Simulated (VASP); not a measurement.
# NaCl (I4/mmm) in VASP: a series of runs, part 2 of 2

VASP 6.6.1. Earlier steps stand in the parts before.

### Step 3. Single point, LDA

This run uses another cell than the first one, of 20.54 Å³/atom, 0.993 times its volume.

INCAR reads:

```
SYSTEM = NaCl
  PREC = Accurate
  ENCUT = 520
  EDIFF = 1E-7
  ISMEAR = 0
  SIGMA = 0.02
  LREAL = .False.
  LASPH = .True.
  NELM = 100
  ALGO = Fast
  ISIF = 2
  LWAVE = .False.
  LCHARG = .False.
  GGA = CA
  NBANDS = 22
```

KPOINTS reads:

```
Automatic mesh
0
Gamma
  6 6 4
  0 0 0
```

POSCAR reads:

```
NaCl
1.0
    3.8990893795      0.0000000000      0.0000000000
    0.0000000000      3.8990893795      0.0000000000
    0.0000000000      0.0000000000      5.4049011475
Na Cl
2 2
Direct
    0.0000000000      0.0000000000      0.0000000000
    0.5000000000      0.5000000000      0.5000000000
    0.5000000000      0.5000000000      0.0000000000
    0.0000000000      0.0000000000      0.5000000000
```

Potentials or basis: VASP PAW LDA potentials, release 64 (Na_pv, Cl).

On the command line:

```sh
$ cat potpaw_LDA.64/Na_pv/POTCAR potpaw_LDA.64/Cl/POTCAR > POTCAR
$ mpirun -np 1 vasp_std > vasp.out
```

OUTCAR:

```text
SYSTEM = NaCl
   PREC = Accurate
   ENCUT = 520
   EDIFF = 1E-7
   ISMEAR = 0
   LREAL = .False.
   LASPH = .True.
   NELM = 100
   ISIF = 2
   GGA = CA

 ion  position               nearest neighbor table
   1  0.000  0.000  0.000-   4 2.70   4 2.70
   2  0.500  0.500  0.500-   3 2.70   3 2.70
   3  0.500  0.500  0.000-   2 2.70   2 2.70
   4  0.000  0.000  0.500-   1 2.70   1 2.70

  LATTYP: Found a simple tetragonal cell.
 ALAT       =     3.8990893795
 C/A-ratio  =     1.3861957553

  Lattice vectors:

 A1 = (   3.8990893795,   0.0000000000,   0.0000000000)
 A2 = (   0.0000000000,   3.8990893795,   0.0000000000)
 A3 = (   0.0000000000,   0.0000000000,   5.4049011475)

Analysis of symmetry for initial positions (statically):
=====================================================================
 Subroutine PRICEL returns following result:

  LATTYP: Found a body centered tetragonal cell.
 ALAT       =     3.8990893795
 C/A-ratio  =     1.3861957553

  Lattice vectors:

 A1 = (  -1.9495446897,  -1.9495446897,  -2.7024505738)
 A2 = (   1.9495446897,   1.9495446897,  -2.7024505737)
 A3 = (   1.9495446897,  -1.9495446897,   2.7024505737)

   2 primitive cells build up your supercell.

 Routine SETGRP: Setting up the symmetry group for a
 simple tetragonal supercell.

 Subroutine GETGRP returns: Found 16 space group operations
 (whereof 16 operations were pure point group operations)
 out of a pool of 16 trial point group operations.

The static configuration has the point symmetry D_4h.

Analysis of symmetry for dynamics (positions and initial velocities):
=====================================================================
 Subroutine PRICEL returns following result:

  LATTYP: Found a body centered tetragonal cell.
[... 135 lines left out ...]
   IALGO  =     68    algorithm
   IMIX   =      4    mixing-type and parameters
     AMIX     =   0.40;   BMIX     =  1.00
     AMIX_MAG =   1.60;   BMIX_MAG =  1.00
  volume/ion in A,a.u.               =      20.54       138.63
  Fermi-wavevector in a.u.,A,eV,Ry     =   1.143465  2.160835 17.789777  1.307512
  Thomas-Fermi vector in A             =   2.280160
   LORBIT       =      0    0 simple, 1 ext, 2 COOP (PROOUT), +10 PAW based schemes
   GGA     = CA    functional components
   LHFCALC =     F    Hartree Fock is set to
   AEXX    =    0.0000 exact exchange contribution
   IVDW    =     0    specifies the selected vdW correction
   LEPSILON=     F    determine dielectric tensor
   LRPA    =     F    only Hartree local field effects (RPA)
 non-spin polarized calculation
 RMM-DIIS sequential band-by-band and
 Gauss-broadening in eV      SIGMA  =   0.02
  energy-cutoff  :      520.00
  volume of cell :       82.17
 maximum number of plane-waves:      2232
 NGX is ok and might be reduce to    30
   NGX = 15   NGY = 15   NGZ = 21

 number of electron      28.0000014 magnetization

 Free energy of the ion-electron system (eV)
  ---------------------------------------------------
  ext. energy  EPLUGINS =         0.00000000
  ---------------------------------------------------
  free energy    TOTEN  =       -14.77425492 eV

  energy without entropy =      -14.77425492  energy(sigma->0) =      -14.77425492

 E-fermi :  -0.2930     XC(G=0):  -9.1053

 val. band max:       -0.4016310115   @ k =   0.0000   0.0000   0.0000
 cond. band min:       4.6436070153   @ k =   0.0000   0.0000   0.0000
 fundamental gap:      5.0452380268
 Fermi energy:        -0.2929721836

 k-point     1 :       0.0000    0.0000    0.0000
  band No.  band energies     occupation
      1     -21.0741      2.00000
      2     -21.0554      2.00000
      3     -21.0554      2.00000
      4     -21.0421      2.00000
      5     -21.0420      2.00000
      6     -21.0420      2.00000
[... 589 lines left out ...]
     21      10.5922      0.00000
     22      10.5922      0.00000

 [... further k-points ...]

------------------------ aborting loop because EDIFF is reached ----------------------------------------

  FORCE on cell =-STRESS in cart. coord.  units (eV):
  Direction    XX          YY          ZZ          XY          YZ          ZX
  --------------------------------------------------------------------------------------
  -------------------------------------------------------------------------------------
  Total       -0.2858051     -0.2858051      0.3062621      0.0000000      0.0000000      0.0000000
  in kB       -5.5727098     -5.5727098      5.9715862      0.0000000      0.0000000      0.0000000
  external PRESSURE =      -1.7246111 kB  Pullay stress =       0.0000000 kB

 VOLUME and BASIS-vectors are now :
 -----------------------------------------------------------------------------
  energy-cutoff  :      520.00
  volume of cell :       82.17
      direct lattice vectors                 reciprocal lattice vectors
     3.899089379  0.000000000  0.000000000     0.256470140  0.000000000  0.000000000
     0.000000000  3.899089379  0.000000000     0.000000000  0.256470140  0.000000000
     0.000000000  0.000000000  5.404901148     0.000000000  0.000000000  0.185017260

 POSITION                                       TOTAL-FORCE (eV/Angst)
 -----------------------------------------------------------------------------------
      0.00000      0.00000      0.00000         0.000000      0.000000     -0.000000
      1.94954      1.94954      2.70245        -0.000000     -0.000000      0.000000
      1.94954      1.94954      0.00000         0.000000      0.000000      0.000000
      0.00000      0.00000      2.70245         0.000000      0.000000     -0.000000
 -----------------------------------------------------------------------------------
    total drift:                                0.000000      0.000000      0.000000

  FREE ENERGIE OF THE ION-ELECTRON SYSTEM (eV)
  ---------------------------------------------------
  free  energy   TOTEN  =       -14.7742549176 eV

  energy  without entropy=      -14.7742549176  energy(sigma->0) =      -14.77425492
```

OSZICAR:

```text
N       E                     dE             d eps       ncg     rms          rms(c)
DAV:   1     0.258107778353E+03    0.25811E+03   -0.14006E+04  1368   0.133E+03
DAV:   2     0.925566484320E+01   -0.24885E+03   -0.23518E+03  1430   0.356E+02
DAV:   3    -0.144850856155E+02   -0.23741E+02   -0.23548E+02  1644   0.109E+02
DAV:   4    -0.151326181687E+02   -0.64753E+00   -0.64660E+00  1518   0.192E+01
DAV:   5    -0.151492775004E+02   -0.16659E-01   -0.16658E-01  1720   0.309E+00    0.295E+00
RMM:   6    -0.148150129198E+02    0.33426E+00   -0.45948E-01  1534   0.280E+00    0.210E+00
RMM:   7    -0.147780478187E+02    0.36965E-01   -0.22159E-01  1454   0.178E+00    0.143E+00
RMM:   8    -0.147778517880E+02    0.19603E-03   -0.33698E-02  1588   0.137E+00    0.621E-01
RMM:   9    -0.147742232829E+02    0.36285E-02   -0.49104E-03  1859   0.506E-01    0.190E-01
RMM:  10    -0.147742659390E+02   -0.42656E-04   -0.26554E-03  1820   0.300E-01    0.493E-02
RMM:  11    -0.147742725677E+02   -0.66286E-05   -0.30033E-04  2060   0.134E-01    0.602E-02
RMM:  12    -0.147742709936E+02    0.15740E-05   -0.71475E-05  2035   0.481E-02    0.521E-02
RMM:  13    -0.147742627305E+02    0.82631E-05   -0.74808E-06  1796   0.170E-02    0.391E-02
RMM:  14    -0.147742548627E+02    0.78678E-05   -0.45362E-05  1964   0.274E-02    0.791E-03
RMM:  15    -0.147742549176E+02   -0.54878E-07   -0.83760E-07  1636   0.587E-03
   1 F= -.14774255E+02 E0= -.14774255E+02  d E =-.237764E-16
```

stdout:

```text
POSCAR found type information on POSCAR NaCl
 POSCAR found :  2 types and       4 ions
 scaLAPACK will be used
 LDA part: xc-table for (Slater(with rela. corr.)+CA(PZ))
 , standard interpolation
 POSCAR, INCAR and KPOINTS ok, starting setup
 FFT: planning ... GRIDC
 FFT: planning ... GRID_SOFT
 FFT: planning ... GRID
 WAVECAR not read
 entering main loop
```

Run time: 20 s. Hardware: 1 thread of Intel Xeon 6975P-C (Granite Rapids), shared host; peak memory 0.17 GiB.

Results:

- Free energy: -14.7743 eV
- Pressure: -0.2 GPa
- Band gap on the k mesh: 5.05 eV

Stress tensor (GPa, compression positive):
```
-0.56  0.00  0.00
 0.00 -0.56  0.00
 0.00  0.00  0.60
```

### Step 4. Single point, LDA

This run uses another cell than the first one, of 20.54 Å³/atom, 0.993 times its volume.

INCAR reads:

```
PREC = Accurate
ENCUT = 520
EDIFF = 1E-6
ISMEAR = 0
SIGMA = 0.1
LREAL = F
LASPH = T
NELM = 100
ALGO = Normal
ISIF = 2
LWAVE = F
LCHARG = F
GGA = CA
NBANDS = 22
```

KPOINTS reads:

```
Automatic mesh
0
Gamma
  6 6 4
```

POSCAR is that of step 3.

On the command line:

```sh
$ cat potpaw_LDA.64/Na_pv/POTCAR potpaw_LDA.64/Cl/POTCAR > POTCAR
$ mpirun -np 1 vasp_std > vasp.out
```

Wall time 14 s (1 thread of Intel Xeon 6975P-C (Granite Rapids), shared host); peak memory 0.17 GiB.

Results (log left out):

```
Free energy            : -14.7743 eV
Pressure               : -0.2 GPa
Band gap on the k mesh : 5.04 eV
```

Stress tensor (GPa, compression positive):
```
-0.58  0.00  0.00
 0.00 -0.58  0.00
 0.00  0.00  0.57
```

Levels at points of the mesh, in eV from the valence-band top:
| k point | band 11 | band 12 | band 13 | band 14 | band 15 | band 16 | band 17 | band 18 |
| --- | --- | --- | --- | --- | --- | --- | --- | --- |
| (0.00, 0.00, 0.00) | -0.75 | -0.02 | 0.00 | 0.00 | 5.04 | 7.41 | 7.59 | 10.87 |
| (0.50, 0.00, 0.00) | -0.97 | -0.97 | -0.35 | -0.35 | 8.22 | 8.22 | 9.63 | 9.63 |
| (0.50, 0.50, 0.00) | -0.74 | -0.74 | -0.67 | -0.67 | 7.42 | 7.42 | 7.67 | 7.67 |
| (0.00, 0.00, 0.50) | -0.41 | -0.41 | -0.41 | -0.41 | 7.18 | 7.18 | 8.75 | 8.75 |
| (0.50, 0.00, 0.50) | -0.35 | -0.35 | -0.32 | -0.32 | 7.04 | 7.04 | 10.77 | 10.77 |
| (0.50, 0.50, 0.50) | -1.42 | -1.42 | -0.96 | -0.96 | 8.89 | 8.89 | 9.62 | 9.62 |

Expect the measured gap to be larger: semilocal functionals such as LDA lack the derivative discontinuity.

### Step 5. The runs side by side

```csv
cell,smearing,gap on the mesh (eV),pressure (GPa)
"I4/mmm, 20.69 Å³/atom",gaussian 0.02 eV,5.02,-0.4
"I4/mmm, 20.54 Å³/atom",gaussian 0.02 eV,5.05,-0.2
"I4/mmm, 20.54 Å³/atom",gaussian 0.1 eV,5.04,-0.2
```

Alike in all rows: task single point; level LDA; potentials or basis VASP PAW LDA potentials, release 64 (Na_pv, Cl); no spin polarisation; k mesh 6 × 6 × 4; cutoff (eV) 520.

On the cell as given the gap runs from 5.02 eV (LDA) to 5.05 eV (LDA).

Total energies depend on the potentials used, so only differences within one code and one set of settings carry meaning.
